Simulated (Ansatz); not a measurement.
**Zone-centre phonons of CaF$_{2}$ at 16 GPa: input and output**

Level of theory: Ansatz, DFT LDA, scalar-relativistic, plane waves, PAW.

Launched with:
```bash
ansatz run input.yaml --threads 1 --pin off --max-ram 3072MiB --backend cpu --events-out ev --progress --plain --runs-dir out
```

Input (bare energies are in eV):
```yaml
crystal:
  lattice:
    - [0.0, 2.5584037144, 2.5584037144]
    - [2.5584037144, 0.0, 2.5584037144]
    - [2.5584037144, 2.5584037144, 0.0]
  atoms:
    - { symbol: Ca, position: [0.0, 0.0, 0.0] }
    - { symbol: F, position: [0.25, 0.25, 0.25] }
    - { symbol: F, position: [0.75, 0.75, 0.75] }
basis:
  ecutwfc: 420
kpoints:
  mp_grid: { grid: [8, 8, 8] }
hamiltonian:
  xc: lda
scf:
  occupations: { method: fixed }
output:
  eigenvalues: true
phonons:
  method: dfpt
  dielectric: true
  rigid_motions: translations
  eigenvectors: true
```

Results section of the output:
```
--- Phonons (Γ-DFPT): 2 representative perturbations + reference, on 95 of 512 k-points (Σ response iterations 6) ---
  k mesh reduced under 4 symmetry operations, with k and −k counted as one. Each operation leaves every solved perturbation unchanged. A smaller set is not considered because the run solves the response ...
  ASR residual: 2.130e-4 → 0.000e0 eV/Å²; symmetrization residual: 1.092e-6 eV/Å²
  ASR residual per site (eV/Å²): 8.01e-5 2.13e-4 2.13e-4
  Γ frequencies (cm⁻¹): 0.00 0.00 0.00 366.14 366.14 366.14 409.95 409.95 409.95
  ε∞ (high-frequency dielectric tensor):
        2.460422    -0.000000     0.000000
        0.000000     2.460422     0.000000
       -0.000000     0.000000     2.460422
  ε⁰ (static dielectric tensor: ions relaxed, cell fixed):
        5.747781     0.000000     0.000000
        0.000000     5.747781    -0.000000
        0.000000    -0.000000     5.747781
  ε⁰ − ε∞ (ionic part):
        3.287358     0.000000     0.000000
        0.000000     3.287358    -0.000000
        0.000000    -0.000000     3.287358
  softest optical mode at Γ: 366.14 cm⁻¹; the repairs (sum rule, projections) moved no ω² at Γ by more than (1.79 cm⁻¹)²
  Born effective charges Z* (e; rows j = field, columns β = displacement):
    site 0:
         2.41877   -0.00000    0.00000
         0.00000    2.41877   -0.00000
         0.00000    0.00000    2.41877
    site 1:
        -1.20938    0.00000   -0.00000
         0.00000   -1.20938    0.00000
         0.00000   -0.00000   -1.20938
    site 2:
        -1.20938    0.00000   -0.00000
         0.00000   -1.20938    0.00000
         0.00000   -0.00000   -1.20938
  Z* charge neutrality: 1.130e-5 e pre-enforcement
  k-mesh period / interband length: 28.9 Å / 0.85 Å = 34.08 at k = (0.0000, 0.0000, 0.0000), direct gap 8.448 eV — 14 or more, which is no proof of convergence
  optical modes at Γ without the LO–TO term, one row a degenerate level:
      ω (cm⁻¹) modes IR ((D/Å)²/amu)
        366.14      3            20.7601
        409.95      3             0.0000
  optical modes at Γ + LO–TO along q̂ = [1.0000, 0.0000, 0.0000]:
      ω (cm⁻¹) modes IR ((D/Å)²/amu)
        366.14      2            13.8401
        409.95      3             0.0000
        559.61      1             6.9200
  optical modes at Γ + LO–TO along q̂ = [0.0000, 1.0000, 0.0000]:
      ω (cm⁻¹) modes IR ((D/Å)²/amu)
        366.14      2            13.8401
        409.95      3             0.0000
        559.61      1             6.9200
  optical modes at Γ + LO–TO along q̂ = [0.0000, 0.0000, 1.0000]:
      ω (cm⁻¹) modes IR ((D/Å)²/amu)
        366.14      2            13.8401
        409.95      3             0.0000
        559.61      1             6.9200
```

It took 27 s on 1 thread of Intel(R) Xeon(R) Platinum 8259CL CPU @ 2.50GHz (Skylake/Cascade Lake) (shared host), peak memory 0.53 GiB.

The real crystal has changed phase below this pressure.